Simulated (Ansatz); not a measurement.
Runs of Ansatz 0.2.0 on GaN. Symmetry: P6_3mc, No. 186, hexagonal system. The conventional cell has a = 3.180 Å, b = 3.180 Å, c = 5.166 Å, α = 90.00°, β = 90.00°, γ = 120.00°. Around Ga (site symmetry 3m) lie 4 N at 1.94 to 1.95 Å. Around N (site symmetry 3m) lie 4 Ga at 1.94 to 1.95 Å. 

```csv
task,level,potentials or basis,cell,k mesh,cutoff (eV),smearing,points for each segment of the path,atoms under strain,mesh quality,gap on the mesh (eV),pressure (GPa),V0 of scaled cells (Å³/atom),relaxed volume (Å³/atom),B0 (GPa),largest force (eV/Å)
band structure,PBE,Ansatz PAW,as given,10 × 10 × 5,420,fermi-dirac 0.05 eV,14,-,not flagged,1.96,7.3,-,-,-,0.14
band structure,PBE,SPMS NC,as given,10 × 10 × 5,1034,fermi-dirac 0.05 eV,14,-,not flagged,2.01,(d),-,-,-,0.14
relaxation of cell and atoms,r2SCAN,Ansatz PAW,relaxed,10 × 10 × 5,500,fermi-dirac 0.05 eV,-,-,not flagged,2.35,0.0,-,11.37,-,-
equation of state,PBEsol,Ansatz PAW,as given,10 × 10 × 5,420,fermi-dirac 0.05 eV,-,-,not flagged,-,-,11.37,-,188,-
relaxation of cell and atoms,CAM-B3LYP,Ansatz PAW,relaxed,5 × 5 × 3,420,fermi-dirac 0.05 eV,-,-,coarse,(a),0.0,-,11.34,-,-
elastic constants,LDA,Ansatz PAW,as given,8 × 8 × 5,420,fixed,-,relaxed,not flagged,1.99,-4.5,-,-,-,-
band structure,rPW86-PBE,Ansatz PAW,as given,10 × 10 × 5,420,fermi-dirac 0.05 eV,14,-,not flagged,1.97,13.2,-,-,-,(c)
equation of state,RPBE+D4,Ansatz PAW,as given,10 × 10 × 5,420,fermi-dirac 0.05 eV,-,-,not flagged,-,-,(b),-,185,-
single point,PBE,Ansatz PAW,as given,6 × 6 × 3,420,fermi-dirac 0.05 eV,-,-,not flagged,1.96,7.3,-,-,-,0.14
```

Alike in all rows: no spin polarisation.

**Question.** Fill in the values left out.

**Answer.** (a) 6.30; (b) 11.24; (c) 0.13; (d) 7.9.

Caveats: some runs use coarse meshes; odd divisions of the mesh miss points on the zone boundary, where band edges often lie, so the gap on the mesh can be too wide (some runs); the PAW data sets come from PBE, with cores solved anew for the run's functional, which leaves a small shift of forces and pressure (some runs); the plane-wave basis is chosen anew once the cell has moved, so the energies of steps on either side of that aren't comparable (some runs); the cell was scaled at fixed shape and fractional positions, which overstates the stiffness of a crystal with free parameters, most of all of layers and chains (some runs); the cell is more than 3 GPa from zero pressure, which shifts response properties (some runs); the potentials were made for another functional, which shifts forces and pressure (some runs).

A k mesh can miss the band edges, and the runs leave out spin-orbit coupling on Ga.
